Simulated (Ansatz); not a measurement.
# AgCl (Chlorargyrite) in Ansatz: the effect of functional

AgCl (Chlorargyrite):

```
Ag Cl
1.0
     0.00000    2.78864    2.78864
     2.78864    0.00000    2.78864
     2.78864    2.78864    0.00000
Ag Cl
1 1
Direct
  0.00000 0.00000 0.00000
  0.50000 0.50000 0.50000
```

The cell isn't the ideal one: volume scaled by 1.06.

Alike in all runs:

- Program: Ansatz 0.2.0
- Task: single point
- Potentials or basis: Ansatz PAW
- k mesh: 8 × 8 × 8
- Occupations: fermi-dirac, width 0.05 eV
- Spin: no spin polarisation

```csv
functional,cutoff,gap on the mesh (eV),pressure (GPa)
LDA,420 eV (not typed: the program's choice for these potentials),0.62,-6.2
PBEsol,420 eV (not typed: the program's choice for these potentials),?,?
r2SCAN,500 eV (not typed: the program's choice for these potentials),1.48,-0.8
```

What does the run with functional PBEsol give?

gap on the mesh 0.74 eV; pressure -3.3 GPa.

Caveats: the PAW data sets come from PBE, with cores solved anew for the run's functional, which leaves a small shift of forces and pressure.

A k mesh can miss the band edges.

Runs at the PBE level aren't shown here.
